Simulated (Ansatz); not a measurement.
**Band structure of Ni**

```yaml
crystal:
  lattice:
    - [0.00000, 2.55005, 2.55005]
    - [2.55005, 0.00000, 2.55005]
    - [2.55005, 2.55005, 0.00000]
  atoms:
    - { symbol: Ni, position: [0.00000, 0.00000, 0.00000] }
    - { symbol: Ni, position: [0.25000, 0.25000, 0.25000] }
```

Atoms are numbered in the order listed.

The cell was built from the diamond type and relaxed in the same program, and has space group Fd-3m; it needn't be a known or the stable phase.

Level of theory: DFT, PBE, all-electron LAPW, Dirac equation with spin-orbit coupling (Ansatz 0.2.0).

Sampling and basis: a Γ-centred 11×11×11 k mesh, Fermi–Dirac smearing of 0.05 eV, basis error target 1 meV/atom, spin-polarised from start moments Ni1 1.5, Ni2 1.5 μB, magnetisation along z, ending with a spin moment of 1.62 μB in the cell.

Points in fractions of the reciprocal vectors of this cell: Γ (0, 0, 0), X (0.5, 0, 0.5), U (0.625, 0.25, 0.625), K (0.375, 0.375, 0.75), L (0.5, 0.5, 0.5), W (0.5, 0.25, 0.75). The path joins them by straight lines in the order Γ–X–U–K–Γ–L–W–X; legs that retrace an earlier one aren't tabulated. Energies are in eV from the Fermi level.

Q: Is there a gap?

A: none: bands cross the Fermi level, a metal.

Q: List the levels between -20 and 2.5 eV at the symmetry points.

A: 
Γ: -6.62, -6.62, -3.21, -3.20 (×2), -3.18, -3.14, -2.47, -2.46, -2.45, -2.40, -2.37, -1.78, -1.75, -1.71, -0.92, -0.88, -0.85, -0.80 (×2), 0.12 (×2)
X: -3.59 (×2), -3.14 (×2), -2.93 (×2), -2.51 (×2), -2.31 (×2), -2.06 (×2), -1.93 (×2), -1.12 (×2), -0.83 (×2), 0.14 (×2), 0.86 (×2), 1.40 (×2)
U: -3.72, -3.42, -3.24, -3.04, -3.01, -2.74, -2.68, -2.46, -2.42, -2.22, -2.15, -2.06, -1.98, -1.51, -1.38, -1.15, -0.77, -0.66, 0.19, 0.30, 0.84, 1.23, 1.24, 1.61, 1.82, 2.10
K: -3.72, -3.42, -3.24, -3.03, -3.01, -2.74, -2.69, -2.44, -2.43, -2.18, -2.17, -2.07, -1.98, -1.51, -1.38, -1.15, -0.77, -0.66, 0.20, 0.30, 0.84, 1.23, 1.24, 1.61, 1.83, 2.10
L: -3.87, -3.63, -3.19, -3.17 (×2), -3.10, -3.05, -2.41, -2.39, -2.37, -2.36, -2.31, -1.53, -1.51, -1.43, -1.40, -0.96, -0.94, -0.58, -0.55, -0.01, 0.00, 0.28, 1.03
W: -3.66 (×2), -2.98 (×2), -2.95 (×2), -2.46 (×2), -2.31 (×2), -2.11 (×2), -1.69 (×2), -1.39 (×2), -0.67 (×2), 0.30 (×2), 1.37 (×2), 1.75 (×2)
